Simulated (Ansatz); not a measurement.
A run of Ansatz 0.2.0 is set up as follows.

input.yaml

```yaml
crystal:
  lattice:
    - [3.5230547267, 0.0, 0.0]
    - [0.0, 3.5230547267, 0.0]
    - [0.0, 0.0, 3.5230547267]
  atoms:
    - { symbol: Ni, position: [0.5, 0.5, 0.0], spin: 1.0 }
    - { symbol: Ni, position: [0.5, 0.0, 0.5], spin: -0.5 }
    - { symbol: Ni, position: [0.0, 0.5, 0.5], spin: 1.0 }
    - { symbol: Al, position: [0.0, 0.0, 0.0] }
hamiltonian:
  xc: pbe
  pseudopotentials: { kind: paw }
magnetization:
  spin_polarized: true
kpoints:
  mp_grid: { grid: [8, 8, 8] }
scf:
  occupations: { method: fermi_dirac, width: 0.05 }
output:
  forces: true
  stress: true
  eigenvalues: true
```

Potentials or basis: Ansatz PAW.

Command:

```bash
$ ansatz run input.yaml --threads 2 --pin off --max-ram 5632MiB --backend cpu --events-out ev --progress --plain --runs-dir out
```

Question: Predict the absolute moment.

Answer: 0.88 μB per cell.

Question: Estimate the pressure.

Answer: 7.3 GPa.

Question: Predict the band gap on the k mesh.

Answer: None (metal or under the smearing width).

Caveat: the starting moments weren't kept.
